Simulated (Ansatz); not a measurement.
`P[Se][SiH2][SeH]` + `CC(=O)O` → `O=C(O)[SiH2][SeH]` + `C[Se]P`  (formal exchange of groups at the Si–Se bond)

Isolated molecules relaxed with PBE0-D4/def2-TZVP in Ansatz; ΔE leaves out vibrations. CBS: MP2 limit from def2 TZ/QZ plus the TZ coupled-cluster correction, frozen cores. Functionals use def2-TZVPP. For Se outer-core shells are correlated without core-valence functions, which leaves a few kJ/mol of doubt a bond. Scalar relativity is left out up to krypton. One conformer a species, not always the lowest.

```tsv
species	PBE energy (Eh)
`P[Se][SiH2][SeH]`	-5436.00547
`CC(=O)O`	-228.92929
`O=C(O)[SiH2][SeH]`	-2881.42153
`C[Se]P`	-2783.47211
```

Problem. Work out ΔE.

Solution. ΔE = (-2881.42153) + (-2783.47211) − (-5436.00547) − (-228.92929) = 0.04112 Eh = +108.0 kJ/mol. CCSD(T)/CBS gives +114.5 kJ/mol.

Largest T1 diagnostic among the species: 0.015.

From PBE to PBE0 (25 % exact exchange), in def2-TZVPP and without D4, ΔE moves by +9.1 kJ/mol. In def2-TZVPP, CCSD(T) changes the Hartree–Fock value by −11.0 kJ/mol (the triples alone add −1.9 kJ/mol) and MP2 by −5.7 kJ/mol.
